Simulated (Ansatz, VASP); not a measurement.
Given: the input of a run of VASP 6.6.1 on InAs.

INCAR

```
PREC     = Accurate       # precision mode
ENCUT    = 520            # plane-wave cutoff, eV
EDIFF    = 1E-6           # SCF threshold, eV
ISMEAR   = -1             # smearing method
SIGMA    = 0.05           # smearing width, eV
LREAL    = False          # projectors in reciprocal space
LASPH    = True           # aspherical terms in the spheres
NELM     = 80             # most SCF steps
ALGO     = Normal         # electronic algorithm
ISIF     = 2              # what is computed and relaxed
LWAVE    = False          # write WAVECAR
LCHARG   = True           # write CHGCAR
LELF     = True           # ELF
LVHAR    = True         
NBANDS   = 16             # bands
```

Contents of KPOINTS:

```
regular mesh
0
Gamma
  8 8 8
```

File POSCAR:

```
InAs
1.0
    0.0000000000      3.0379873375      3.0379873375
    3.0379873375      0.0000000000      3.0379873375
    3.0379873375      3.0379873375      0.0000000000
In As
1 1
Direct
    0.0000000000      0.0000000000      0.0000000000
    0.7500000000      0.7500000000      0.7500000000
```

Potentials or basis: VASP PAW LDA potentials, release 64 (In_d, As).

The run is started by

```bash
$ cat potpaw_LDA.64/In_d/POTCAR potpaw_LDA.64/As/POTCAR > POTCAR
$ mpirun -np 1 vasp_std > vasp.out
```

Problem. Translate it to Ansatz 0.2.0. Potentials there: all-electron LAPW, scalar-relativistic.

Solution. As run (the cutoff follows the program's own potentials):

input.yaml

```yaml
crystal:
  lattice:
    - [0.0, 3.0379873375, 3.0379873375]
    - [3.0379873375, 0.0, 3.0379873375]
    - [3.0379873375, 3.0379873375, 0.0]
  atoms:
    - { symbol: In, position: [0.0, 0.0, 0.0] }
    - { symbol: As, position: [0.75, 0.75, 0.75] }
kpoints:
  mp_grid: { grid: [8, 8, 8] }
scf:
  occupations: { method: fermi_dirac, width: 0.05 }
hamiltonian:
  xc: lda
  pseudopotentials: { kind: all_electron, lapw: { basis_error: 0.001 } }
output:
  forces: true
  stress: true
  eigenvalues: true
```

Potentials or basis: all-electron LAPW, scalar-relativistic.

The run is started by

```sh
$ ansatz run input.yaml --threads 1 --pin off --max-ram 3072MiB --backend cpu --events-out ev --progress --plain --runs-dir out
```

Both were run:

|  | VASP | Ansatz | Ansatz less VASP |
| --- | --- | --- | --- |
| gap on the k mesh at the Fermi level (eV) | none | none | - |
| pressure (GPa) | -1.3 | -1.4 | -0.12 |

A gap of «none» marks a metal or a gap that the smearing closes. Ansatz ran all-electron here, so the differences hold the error of VASP's frozen core and of both bases.
